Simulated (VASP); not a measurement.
# AlAs in VASP: notebook

The runs below take AlAs through work function, with PBEsol.

Everything below comes from runs of VASP 6.6.1. Logs are shortened: lines on timing, memory, paths and dates and some standing lists are left out, and cuts for length are marked.

### Step 1. The slab as given

The cell holds a slab with vacuum, 14 atoms: a = 5.661 Å, b = 4.003 Å, c = 28.008 Å, α = 90.00°, β = 90.00°, γ = 90.00°.

### Step 2. Work function, PBEsol

INCAR

```
SYSTEM = AlAs
ALGO     = Normal         ! electronic algorithm
DIPOL    = 0.5 0.5 0.500
EDIFF    = 1E-6           ! SCF threshold, eV
ENCUT    = 520            ! plane-wave cutoff, eV
GGA      = PS             ! functional
IDIPOL   = 3            
ISIF     = 2              ! what is computed and relaxed
ISMEAR   = 0              ! smearing method
KPAR     = 8            
LASPH    = .True.         ! aspherical terms in the spheres
LCHARG   = .True.         ! write CHGCAR
LDIPOL   = .True.       
LREAL    = .False.        ! projectors in reciprocal space
LVACPOTAV= .True.       
LVHAR    = .True.       
LWAVE    = .False.        ! write WAVECAR
NELM     = 100            ! most SCF steps
PREC     = Accurate       ! precision mode
SIGMA    = 0.05           ! smearing width, eV
```

KPOINTS

```
k-points
0
Gamma
  4 6 1
  0 0 0
```

POSCAR

```
AlAs
1.0
    5.6608000000      0.0000000000      0.0000000000
    0.0000000000      4.0027900670      0.0000000000
    0.0000000000      0.0000000000     28.0083702010
Al As
7 7
Direct
    0.5000000000      0.5000000000      0.2856289010
    0.0000000000      0.0000000000      0.3570859340
    0.5000000000      0.5000000000      0.4285429670
    0.0000000000      0.0000000000      0.5000000000
    0.5000000000      0.5000000000      0.5714570330
    0.0000000000      1.0000000000      0.6429140660
    0.5000000000      0.5000000000      0.7143710990
    0.7500000000      0.0000000000      0.2856289010
    0.2500000000      0.5000000000      0.3570859340
    0.7500000000      0.0000000000      0.4285429670
    0.2500000000      0.5000000000      0.5000000000
    0.7500000000      0.0000000000      0.5714570330
    0.2500000000      0.5000000000      0.6429140660
    0.7500000000      0.0000000000      0.7143710990
```

Potentials or basis: VASP PAW PBE potentials, release 64 (Al, As).

The run is started by

```console
> cat potpaw_PBE.64/Al/POTCAR potpaw_PBE.64/As/POTCAR > POTCAR
> mpirun -np 8 vasp_std > vasp.out
```

OUTCAR:

```text
SYSTEM = AlAs
   EDIFF = 1E-6
   ENCUT = 520
   GGA = PS
   ISIF = 2
   ISMEAR = 0
   LASPH = .True.
   LREAL = .False.
   NELM = 100
   PREC = Accurate

 ion  position               nearest neighbor table
   1  0.500  0.500  0.286-   8 2.45   8 2.45   9 2.45
   2  0.000  0.000  0.357-   9 2.45   9 2.45   8 2.45  10 2.45
   3  0.500  0.500  0.429-  10 2.45  10 2.45  11 2.45   9 2.45
   4  0.000  0.000  0.500-  11 2.45  11 2.45  12 2.45  10 2.45
   5  0.500  0.500  0.571-  12 2.45  12 2.45  13 2.45  11 2.45
   6  0.000  0.000  0.643-  13 2.45  13 2.45  14 2.45  12 2.45
   7  0.500  0.500  0.714-  14 2.45  14 2.45  13 2.45
   8  0.750  0.000  0.286-   1 2.45   1 2.45   2 2.45
   9  0.250  0.500  0.357-   2 2.45   2 2.45   1 2.45   3 2.45
  10  0.750  0.000  0.429-   3 2.45   3 2.45   4 2.45   2 2.45
  11  0.250  0.500  0.500-   4 2.45   4 2.45   5 2.45   3 2.45
  12  0.750  0.000  0.571-   5 2.45   5 2.45   6 2.45   4 2.45
  13  0.250  0.500  0.643-   6 2.45   6 2.45   7 2.45   5 2.45
  14  0.750  0.000  0.714-   7 2.45   7 2.45   6 2.45

  LATTYP: Found a simple orthorhombic cell.
 ALAT       =     4.0027900670
 B/A-ratio  =     1.4142135624
 C/A-ratio  =     6.9972118778

  Lattice vectors:

 A1 = (   0.0000000000,  -4.0027900670,   0.0000000000)
 A2 = (   5.6608000000,   0.0000000000,   0.0000000000)
 A3 = (   0.0000000000,   0.0000000000,  28.0083702010)

Analysis of symmetry for initial positions (statically):
=====================================================================
 Subroutine PRICEL returns:
 Original cell was already a primitive cell.

 Routine SETGRP: Setting up the symmetry group for a
 simple orthorhombic supercell.

 Subroutine GETGRP returns: Found  4 space group operations
 (whereof  4 operations were pure point group operations)
 out of a pool of  8 trial point group operations.

The static configuration has the point symmetry C_2v.

Analysis of symmetry for dynamics (positions and initial velocities):
=====================================================================
 Subroutine PRICEL returns:
 Original cell was already a primitive cell.

 Routine SETGRP: Setting up the symmetry group for a
 simple orthorhombic supercell.

 Subroutine GETGRP returns: Found  4 space group operations
 (whereof  4 operations were pure point group operations)
 out of a pool of  8 trial point group operations.

The dynamic configuration has the point symmetry C_2v.

 Subroutine INISYM returns: Found  4 space group operations
 (whereof  4 operations are pure point group operations),
 and found     1 'primitive' translations

----------------------------------------------------------------------------------------

                                     Primitive cell

  volume of cell :     634.6415

  direct lattice vectors                    reciprocal lattice vectors
     5.660800000  0.000000000  0.000000000     0.176653477  0.000000000  0.000000000
     0.000000000  4.002790067  0.000000000     0.000000000  0.249825742  0.000000000
     0.000000000  0.000000000 28.008370201     0.000000000  0.000000000  0.035703613

  length of vectors
     5.660800000  4.002790067 28.008370201     0.176653477  0.249825742  0.035703613

  position of ions in fractional coordinates (direct lattice)
     0.500000000  0.500000000  0.285628901
     0.000000000  0.000000000  0.357085934
     0.500000000  0.500000000  0.428542967
     0.000000000  0.000000000  0.500000000
     0.500000000  0.500000000  0.571457033
     0.000000000  0.000000000  0.642914066
     0.500000000  0.500000000  0.714371099
     0.750000000  0.000000000  0.285628901
     0.250000000  0.500000000  0.357085934
     0.750000000  0.000000000  0.428542967
     0.250000000  0.500000000  0.500000000
     0.750000000  0.000000000  0.571457033
     0.250000000  0.500000000  0.642914066
     0.750000000  0.000000000  0.714371099

  ion indices of the primitive-cell ions
   primitive index   ion index
                 1           1
                 2           2
                 3           3
                 4           4
                 5           5
                 6           6
[... 22 lines left out ...]
     0.000000000  0.000000000  0.035703613     0.000000000  0.000000000  1.000000000

  Length of vectors
     0.044163369  0.041637624  0.035703613

  Shift w.r.t. Gamma in fractional coordinates (k-lattice)
     0.000000000  0.000000000  0.000000000

 Subroutine IBZKPT returns following result:
 ===========================================

 Found     12 irreducible k-points:

 Following reciprocal coordinates:
            Coordinates               Weight
  0.000000  0.000000  0.000000      1.000000
  0.250000  0.000000  0.000000      2.000000
  0.500000  0.000000  0.000000      1.000000
  0.000000  0.166667  0.000000      2.000000
  0.250000  0.166667  0.000000      4.000000
  0.500000  0.166667  0.000000      2.000000
  0.000000  0.333333  0.000000      2.000000
  0.250000  0.333333  0.000000      4.000000
  0.500000  0.333333  0.000000      2.000000
  0.000000  0.500000  0.000000      1.000000
  0.250000  0.500000  0.000000      2.000000
  0.500000  0.500000  0.000000      1.000000
   k-points           NKPTS =     12   k-points in BZ     NKDIM =     12   number of bands    NBANDS=     36
   number of dos      NEDOS =    301   number of ions     NIONS =     14
   total plane-waves  NPLWV = 264600
   dimension x,y,z NGX =    42 NGY =   30 NGZ =  210
   dimension x,y,z NGXF=    84 NGYF=   60 NGZF=  420
   ions per type =               7   7
   NGX,Y,Z   is equivalent  to a cutoff of  12.33, 12.46, 12.46 a.u.
   NGXF,Y,Z  is equivalent  to a cutoff of  24.67, 24.92, 24.93 a.u.
 SYSTEM =  AlAs
   PREC   = accura    normal or accurate (medium, high low for compatibility)
   ISTART =      0    job   : 0-new  1-cont  2-samecut
   ICHARG =      2    charge: 1-file 2-atom 10-const
   ISPIN  =      1    spin polarized calculation?
   LNONCOLLINEAR =      F non collinear calculations
   LSORBIT =      F    spin-orbit coupling
   LASPH  =      T    aspherical Exc in radial PAW
   ENCUT  =  520.0 eV  38.22 Ry    6.18 a.u.  10.53  7.44 52.08*2*pi/ulx,y,z
   NELM   =    100;   NELMIN=  2; NELMDL= -5     # of ELM steps
   EDIFF  = 0.1E-05   stopping-criterion for ELM
   LREAL  =      F    real-space projection
   EDIFFG = 0.1E-04   stopping-criterion for IOM
   NSW    =      0    number of steps for IOM
   IBRION =     -1    ionic relax: 0-MD 1-quasi-New 2-CG
   NFREE  =      0    steps in history (QN), initial steepest desc. (CG)
   ISIF   =      2    stress and relaxation
   ISYM   =      2    0-nonsym 1-usesym 2-fastsym
   POTIM  = 0.5000    time-step for ionic-motion
   TEBEG  =    0.0;   TEEND  =   0.0 temperature during run
   PSTRESS=    0.0 pullay stress
   NELECT =      56.0000    total number of electrons
   NUPDOWN=      -1.0000    fix difference up-down
   EMIN   =  10.00;   EMAX   =-10.00  energy-range for DOS
   EFERMI =   0.00;   METHOD = LEGACY
   ISMEAR =     0;   SIGMA  =   0.05  broadening in eV -4-tet -1-fermi 0-gaus
   EFERMI_NEDOS =   21; number of points for ismear=-14 and -15
   IALGO  =     38    algorithm
   IMIX   =      4    mixing-type and parameters
     AMIX     =   0.40;   BMIX     =  1.00
     AMIX_MAG =   1.60;   BMIX_MAG =  1.00
  volume/ion in A,a.u.               =      45.33       305.91
  Fermi-wavevector in a.u.,A,eV,Ry     =   0.728833  1.377295  7.227381  0.531198
  Thomas-Fermi vector in A             =   1.820405
   LORBIT       =      0    0 simple, 1 ext, 2 COOP (PROOUT), +10 PAW based schemes
   GGA     = PS    functional components
   LHFCALC =     F    Hartree Fock is set to
   AEXX    =    0.0000 exact exchange contribution
   IVDW    =     0    specifies the selected vdW correction
   LEPSILON=     F    determine dielectric tensor
   LRPA    =     F    only Hartree local field effects (RPA)
 non-spin polarized calculation
 Gauss-broadening in eV      SIGMA  =   0.05
  energy-cutoff  :      520.00
  volume of cell :      634.64
 maximum number of plane-waves:     17159
   NGX = 21   NGY = 15   NGZ =105

 number of electron      56.0000007 magnetization

 dipolmoment           0.000000      0.000000      0.000000 electrons x Angstroem

 Free energy of the ion-electron system (eV)
  ---------------------------------------------------
  ext. energy  EPLUGINS =         0.00000000
  ---------------------------------------------------
  free energy    TOTEN  =       -66.67964974 eV

  energy without entropy =      -66.67964974  energy(sigma->0) =      -66.67964974

 E-fermi :  -0.1539     XC(G=0):  -5.1636

 val. band max:       -0.4211057646   @ k =   0.5000   0.5000   0.0000
 cond. band min:       0.1955180485   @ k =   0.5000   0.5000   0.0000
 fundamental gap:      0.6166238130
 Fermi energy:        -0.1539137316

 k-point     1 :       0.0000    0.0000    0.0000
  band No.  band energies     occupation
      1     -12.3485      2.00000
      2     -11.9912      2.00000
      3     -11.4860      2.00000
      4     -10.8605      2.00000
      5     -10.5383      2.00000
      6     -10.2805      2.00000
[... 457 lines left out ...]
     35       3.5042      0.00000
     36       3.6875      0.00000

------------------------ aborting loop because EDIFF is reached ----------------------------------------

  FORCE on cell =-STRESS in cart. coord.  units (eV):
  Direction    XX          YY          ZZ          XY          YZ          ZX
  --------------------------------------------------------------------------------------
  -------------------------------------------------------------------------------------
  Total       -2.0493987     -1.3461502      1.2790924      0.0000000      0.0000000      0.0000000
  in kB       -5.1737873     -3.3984090      3.2291189      0.0000000      0.0000000      0.0000000
  external PRESSURE =      -1.7810258 kB  Pullay stress =       0.0000000 kB

 VOLUME and BASIS-vectors are now :
 -----------------------------------------------------------------------------
  energy-cutoff  :      520.00
  volume of cell :      634.64
      direct lattice vectors                 reciprocal lattice vectors
     5.660800000  0.000000000  0.000000000     0.176653477  0.000000000  0.000000000
     0.000000000  4.002790067  0.000000000     0.000000000  0.249825742  0.000000000
     0.000000000  0.000000000 28.008370201     0.000000000  0.000000000  0.035703613

 POSITION                                       TOTAL-FORCE (eV/Angst)
 -----------------------------------------------------------------------------------
      2.83040      2.00140      8.00000         1.149375      0.000000      1.318618
      0.00000      0.00000     10.00140        -0.395520      0.000000      0.126948
      2.83040      2.00140     12.00279         0.314428     -0.000000      0.101957
      0.00000      0.00000     14.00419        -0.176725      0.000000      0.000000
      2.83040      2.00140     16.00558         0.314428     -0.000000     -0.101957
      0.00000      0.00000     18.00698        -0.395520      0.000000     -0.126948
      2.83040      2.00140     20.00837         1.149375      0.000000     -1.318618
      4.24560      0.00000      8.00000        -0.383857      0.000000     -1.248802
      1.41520      2.00140     10.00140        -0.548645      0.000000     -0.476273
      4.24560      0.00000     12.00279         0.006342      0.000000      0.065906
      1.41520      2.00140     14.00419        -0.107522      0.000000      0.000000
      4.24560      0.00000     16.00558         0.006342      0.000000     -0.065906
      1.41520      2.00140     18.00698        -0.548645      0.000000      0.476273
      4.24560      0.00000     20.00837        -0.383857     -0.000000      1.248802
 -----------------------------------------------------------------------------------
    total drift:                                0.000157      0.000000     -0.000000

  FREE ENERGIE OF THE ION-ELECTRON SYSTEM (eV)
  ---------------------------------------------------
  free  energy   TOTEN  =       -66.6796497444 eV

  energy  without entropy=      -66.6796497444  energy(sigma->0) =      -66.67964974

 vacuum level on the upper side and lower side of the slab         4.382         4.382
```

Wall time 2.4 min (8 MPI ranks of AMD EPYC 7R13 (Zen 3), shared host); peak memory 0.7 GiB.

Results:

* Free energy: -66.6796 eV
* Largest force: 1.749 eV/Å
* Band gap on the k mesh: 0.62 eV, direct
* Ionisation potential of the upper face: 4.80 eV

Forces in eV/Å, atoms in the order of the input:
```
Al   1.149  0.000  1.319
Al  -0.396  0.000  0.127
Al   0.314  0.000  0.102
Al  -0.177  0.000  0.000
Al   0.314  0.000 -0.102
Al  -0.396  0.000 -0.127
Al   1.149  0.000 -1.319
As  -0.384  0.000 -1.249
As  -0.549  0.000 -0.476
As   0.006  0.000  0.066
As  -0.108  0.000  0.000
As   0.006  0.000 -0.066
As  -0.549  0.000  0.476
As  -0.384  0.000  1.249
```

Levels at points of the mesh, in eV from the valence-band top:
| k point | band 26 | band 27 | band 28 | band 29 | band 30 | band 31 |
| --- | --- | --- | --- | --- | --- | --- |
| (0.00, 0.00, 0.00) | -0.14 | -0.12 | -0.09 | 0.66 | 1.29 | 1.57 |
| (0.50, 0.00, 0.00) | -0.69 | -0.29 | -0.18 | 0.91 | 1.01 | 2.27 |
| (0.00, 0.50, 0.00) | -1.55 | -0.24 | -0.05 | 0.73 | 0.92 | 1.43 |
| (0.50, 0.50, 0.00) | -1.18 | -0.35 | 0.00 | 0.62 | 1.00 | 2.71 |

Caveat: the PAW data sets were made with another functional, which shifts forces and pressure a little.

### Step 3. Work function, PBEsol

This run uses another cell than the first one, of 27.53 Å³/atom, 0.607 times its volume.

INCAR is that of step 2.

KPOINTS is that of step 2.

POSCAR

```
AlAs
1.0
    5.6608000000      0.0000000000      0.0000000000
    0.0000000000      4.0027900670      0.0000000000
    0.0000000000      0.0000000000     17.0083702024
Al As
7 7
Direct
    0.5000000000      0.5000000000      0.1469864526
    0.0000000000      0.0000000000      0.2646576350
    0.5000000000      0.5000000000      0.3823288175
    0.0000000000      0.0000000000      0.5000000000
    0.5000000000      0.5000000000      0.6176711825
    0.0000000000      1.0000000000      0.7353423650
    0.5000000000      0.5000000000      0.8530135474
    0.7500000000      0.0000000000      0.1469864526
    0.2500000000      0.5000000000      0.2646576350
    0.7500000000      0.0000000000      0.3823288175
    0.2500000000      0.5000000000      0.5000000000
    0.7500000000      0.0000000000      0.6176711825
    0.2500000000      0.5000000000      0.7353423650
    0.7500000000      0.0000000000      0.8530135474
```

Potentials or basis: VASP PAW PBE potentials, release 64 (Al, As).

The run is started by

```console
> cat potpaw_PBE.64/Al/POTCAR potpaw_PBE.64/As/POTCAR > POTCAR
> mpirun -np 8 vasp_std > vasp.out
```

OUTCAR:

```text
SYSTEM = AlAs
   EDIFF = 1E-6
   ENCUT = 520
   GGA = PS
   ISIF = 2
   ISMEAR = 0
   LASPH = .True.
   LREAL = .False.
   NELM = 100
   PREC = Accurate

 ion  position               nearest neighbor table
   1  0.500  0.500  0.147-   9 2.45   8 2.45   8 2.45
   2  0.000  0.000  0.265-   8 2.45   9 2.45   9 2.45  10 2.45
   3  0.500  0.500  0.382-  10 2.45  10 2.45  11 2.45   9 2.45
   4  0.000  0.000  0.500-  11 2.45  11 2.45  12 2.45  10 2.45
   5  0.500  0.500  0.618-  12 2.45  12 2.45  11 2.45  13 2.45
   6  0.000  0.000  0.735-  14 2.45  13 2.45  13 2.45  12 2.45
[... 695 lines left out ...]
  energy-cutoff  :      520.00
  volume of cell :      385.39
      direct lattice vectors                 reciprocal lattice vectors
     5.660800000  0.000000000  0.000000000     0.176653477  0.000000000  0.000000000
     0.000000000  4.002790067  0.000000000     0.000000000  0.249825742  0.000000000
     0.000000000  0.000000000 17.008370202     0.000000000  0.000000000  0.058794581

 POSITION                                       TOTAL-FORCE (eV/Angst)
 -----------------------------------------------------------------------------------
      2.83040      2.00140      2.50000         1.151348      0.000000      1.344356
      0.00000      0.00000      4.50140        -0.405075     -0.000000      0.133225
      2.83040      2.00140      6.50279         0.312217     -0.000000      0.102921
      0.00000      0.00000      8.50419        -0.187387     -0.000000      0.000000
      2.83040      2.00140     10.50558         0.312217      0.000000     -0.102921
      0.00000      0.00000     12.50698        -0.405075     -0.000000     -0.133225
      2.83040      2.00140     14.50837         1.151348      0.000000     -1.344356
      4.24560      0.00000      2.50000        -0.378490     -0.000000     -1.249569
      1.41520      2.00140      4.50140        -0.549246     -0.000000     -0.482129
      4.24560      0.00000      6.50279         0.016292     -0.000000      0.070910
      1.41520      2.00140      8.50419        -0.106704     -0.000000      0.000000
      4.24560      0.00000     10.50558         0.016292     -0.000000     -0.070910
      1.41520      2.00140     12.50698        -0.549246     -0.000000      0.482129
      4.24560      0.00000     14.50837        -0.378490     -0.000000      1.249569
 -----------------------------------------------------------------------------------
    total drift:                                0.000208     -0.000000     -0.000000

  FREE ENERGIE OF THE ION-ELECTRON SYSTEM (eV)
  ---------------------------------------------------
  free  energy   TOTEN  =       -66.6188600419 eV

  energy  without entropy=      -66.6188599917  energy(sigma->0) =      -66.61886002
```

Run time: 62 s. Hardware: 8 MPI ranks of AMD EPYC 7R13 (Zen 3), shared host; peak memory 0.46 GiB.

Results:

```
Free energy            : -66.6189 eV
Largest force          : 1.770 eV/Å
Band gap on the k mesh : 0.33 eV, direct
```

Forces on the atoms (eV/Å):
```
Al   1.151  0.000  1.344
Al  -0.405  0.000  0.133
Al   0.312  0.000  0.103
Al  -0.187  0.000  0.000
Al   0.312  0.000 -0.103
Al  -0.405  0.000 -0.133
Al   1.151  0.000 -1.344
As  -0.378  0.000 -1.250
As  -0.549  0.000 -0.482
As   0.016  0.000  0.071
As  -0.107  0.000  0.000
As   0.016  0.000 -0.071
As  -0.549  0.000  0.482
As  -0.378  0.000  1.250
```

Levels at points of the mesh, in eV from the valence-band top:
| k point | band 26 | band 27 | band 28 | band 29 | band 30 | band 31 |
| --- | --- | --- | --- | --- | --- | --- |
| (0.00, 0.00, 0.00) | -0.24 | -0.24 | -0.08 | 0.40 | 1.33 | 1.42 |
| (0.50, 0.00, 0.00) | -0.78 | -0.47 | -0.16 | 0.57 | 1.11 | 2.21 |
| (0.00, 0.50, 0.00) | -1.64 | -0.42 | -0.03 | 0.40 | 1.00 | 1.34 |
| (0.50, 0.50, 0.00) | -1.30 | -0.50 | 0.00 | 0.33 | 1.06 | 2.54 |

Caveat: the PAW data sets were made with another functional, which shifts forces and pressure a little. Expect the measured gap to be larger: semilocal functionals such as PBEsol lack the derivative discontinuity.

(Continued in part 2 of 2.)
